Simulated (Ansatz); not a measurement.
Al$_{2}$Pt: course of a relaxation

Computed with Ansatz 0.2.0, DFT PBEsol, scalar-relativistic, plane waves, PAW. Run with 420 eV cutoff, 12×12×12 k-mesh, Gaussian smearing of 0.10 eV, no spin polarisation.

What was changed: relaxed at -1 GPa.

Spin–orbit coupling is left out, which can shift energies with elements as heavy as these.

Command:

```bash
ansatz run input.yaml --threads 1 --pin off --max-ram 2560MiB --backend cpu --events-out ev --progress --plain --runs-dir out
```

Input:

```yaml
crystal:
  lattice:
    - [0.0, 2.9578592347, 2.9578592347]
    - [2.9578592347, 0.0, 2.9578592347]
    - [2.9578592347, 2.9578592347, 0.0]
  atoms:
    - { symbol: Al, position: [0.25, 0.25, 0.25] }
    - { symbol: Al, position: [0.75, 0.75, 0.75] }
    - { symbol: Pt, position: [0.0, 0.0, 0.0] }
basis:
  ecutwfc: 420
kpoints:
  mp_grid: { grid: [12, 12, 12] }
hamiltonian:
  xc: pbesol
scf:
  occupations: { method: gaussian, width: 0.1 }
output:
  forces: true
  stress: true
  eigenvalues: true
relax:
  adjacent_minimum: "off"
  f_tol: 0.008
  max_steps: 50
  cell: { stress_tol: 0.08, p_target: -1.0 }
```

F is the free energy. Steps run on the plane waves of an earlier cell, but the last one, and at times one on the way, on a freshly chosen basis, so a repeated geometry can differ a little in energy. The relaxation lowers the enthalpy F + PV at the target pressure, so F itself can rise.

Steps:

| step | F − F(1) (eV) | largest force component (eV/Å) | V (Å³/atom) | P (GPa) |
| --- | --- | --- | --- | --- |
| 1 | 0.0000 | 0.000 | 17.252 | -1.33 |
| 2 | -0.0012 | 0.000 | 17.197 | -0.90 |
| 3 | -0.0010 | 0.000 | 17.209 | -1.00 |
| 4 | -0.0009 | 0.000 | 17.209 | -1.00 |

Relaxed structure:

```yaml
crystal:
  lattice:
    - [0.00000, 2.95542, 2.95542]
    - [2.95542, 0.00000, 2.95542]
    - [2.95542, 2.95542, 0.00000]
  atoms:
    - { symbol: Al, position: [0.25000, 0.25000, 0.25000] }
    - { symbol: Al, position: [0.75000, 0.75000, 0.75000] }
    - { symbol: Pt, position: [0.00000, 0.00000, 0.00000] }
```

Symmetry: Fm-3m, No. 225, cubic system. Conventional cell: a = 5.911 Å, b = 5.911 Å, c = 5.911 Å, α = 90.00°, β = 90.00°, γ = 90.00°. Around Al (site symmetry -43m) lie 4 Pt at 2.56 Å. Pt (site symmetry m-3m) has 8 Al at 2.56 Å as nearest neighbours.

The run converged. The run took 9.8 s on 1 thread of Arm Neoverse V2, on a shared host, peak memory 0.33 GiB.